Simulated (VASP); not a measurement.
Wanted: the native input for a VASP 6.6.1 run.

```
Task                   : relaxation of cell and atoms
Functional             : r2SCAN
Dispersion             : rVV10
Potentials or basis    : VASP PAW PBE potentials, release 64 (Sc_sv)
Cutoff                 : 600 eV
k mesh                 : 15 × 15 × 8
Occupations            : gaussian, width 0.1 eV
Spin                   : no spin polarisation
Further INCAR settings : ALGO = Normal; EDIFF = 1e-07; IBRION = 2; EDIFFG = -0.005; NSW = 90; ISIF = 3
```

The structure of Sc lies in POSCAR:

```
Sc
1.0
    3.2912249500      0.0000000000      0.0000000000
   -1.6456124800      2.8502844200      0.0000000000
    0.0000000000      0.0000000000      5.3325723900
Sc
2
Direct
    0.3333333300      0.6666666700      0.2500000000
    0.6666666700      0.3333333300      0.7500000000
```

One way to write it, as run:

INCAR

```
SYSTEM = Sc
PREC = Accurate
ENCUT = 600
EDIFF = 1E-7
ISMEAR = 0
SIGMA = 0.1
LREAL = .False.
LASPH = .True.
NELM = 100
ALGO = Normal
ISIF = 3
LWAVE = .False.
LCHARG = .False.
METAGGA = R2SCAN
LMIXTAU = .True.
LUSE_VDW = .True.
IVDW_NL = 2
BPARAM = 11.95
CPARAM = 0.0093
IBRION = 2
NSW = 90
EDIFFG = -0.005
```

KPOINTS

```
Automatic mesh
0
Gamma
  15 15 8
  0 0 0
```

Potentials or basis: VASP PAW PBE potentials, release 64 (Sc_sv).

Run with:

```sh
$ cat potpaw_PBE.64/Sc_sv/POTCAR > POTCAR
$ mpirun -np 1 vasp_std > vasp.out
```

It gave:

The relaxed volume is 24.78 Å³/atom. The relaxed cell is a = 3.324 Å, b = 3.324 Å, c = 5.180 Å, α = 90.00°, β = 90.00°, γ = 120.00°, the space group after relaxing (to 0.05 Å) is P6_3/mmc (No. 194) and the energy gained by relaxing is 5.8 meV/atom. The ionic steps are 6 and the pressure after relaxing is 0.0 GPa. The band gap on the k mesh is none (metal or under the smearing width).

Caveat: the PAW data sets were made with another functional, which shifts forces and pressure a little.

Run time: 32 min on 1 thread of Intel(R) Xeon(R) Platinum 8488C (Sapphire Rapids), with other jobs on the host, peak memory 0.43 GiB.
